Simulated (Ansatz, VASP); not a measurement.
Pb in VASP and in Ansatz

File INCAR:

```
PREC = Accurate
ENCUT = 520
EDIFF = 1E-6
ISMEAR = -1
SIGMA = 0.05
LREAL = F
LASPH = T
NELM = 60
ALGO = Fast
ISIF = 2
LWAVE = F
LCHARG = F
GGA = B5
ALDAX = 1.0
AGGAX = 1.0
AGGAC = 1.0
ALDAC = 0.0
NBANDS = 13
```

File KPOINTS:

```
Automatic mesh
0
Gamma
  9 9 9
```

Contents of POSCAR:

```
Pb
1.0
   -1.9796595667      1.9796595667      1.9796595667
    1.9796595667     -1.9796595667      1.9796595667
    1.9796595667      1.9796595667     -1.9796595667
Pb
1
Direct
    0.0000000000      0.0000000000      0.0000000000
```

The input input.yaml:

```yaml
crystal:
  lattice:
    - [-1.9796595667, 1.9796595667, 1.9796595667]
    - [1.9796595667, -1.9796595667, 1.9796595667]
    - [1.9796595667, 1.9796595667, -1.9796595667]
  atoms:
    - { symbol: Pb, position: [0.0, 0.0, 0.0] }
hamiltonian:
  xc: blyp
  pseudopotentials: { kind: paw }
kpoints:
  mp_grid: { grid: [9, 9, 9] }
  band_path:
    path:
      - [[0.0, 0.0, 0.0], [0.5, -0.5, 0.5], [0.0, 0.0, 0.5], [0.0, 0.0, 0.0], [0.25, 0.25, 0.25], [0.5, -0.5, 0.5]]
      - [[0.25, 0.25, 0.25], [0.0, 0.0, 0.5]]
    npoints: 14
scf:
  occupations: { method: fermi_dirac, width: 0.05 }
  n_extra_bands: 6
output:
  forces: true
  stress: true
  eigenvalues: true
  fatbands: false
```

This isn't the form of Pb at room conditions, which is fcc.

Alike in both runs: functional BLYP; k mesh 9 × 9 × 9; occupations fermi-dirac, width 0.05 eV; no spin polarisation.

```csv
,VASP,Ansatz
version,VASP 6.6.1,Ansatz 0.2.0
potentials or method,"VASP PAW PBE potentials, release 64 (Pb_d)",Ansatz PAW
plane-wave cutoff (eV),520,420
valence electrons in the cell,14,14
task,single point,band structure
```

```csv
,VASP,Ansatz,Ansatz less VASP
gap on the k mesh at the Fermi level (eV),none,none,-
pressure (GPa),4.5,4.4,-0.10
```

A gap of «none» marks a metal or a gap that the smearing closes. With one functional, cell and mesh, what is left measures potentials, basis and numerics.

Caveats: the PAW data sets were made with another functional, which shifts forces and pressure a little (VASP); spin-orbit coupling is left out, which moves the levels of the heavy elements (Ansatz); the PAW data sets come from PBE, with cores solved anew for the run's functional, which leaves a small shift of forces and pressure (Ansatz). The runs have no spin-orbit coupling, so splittings on Pb are missing.
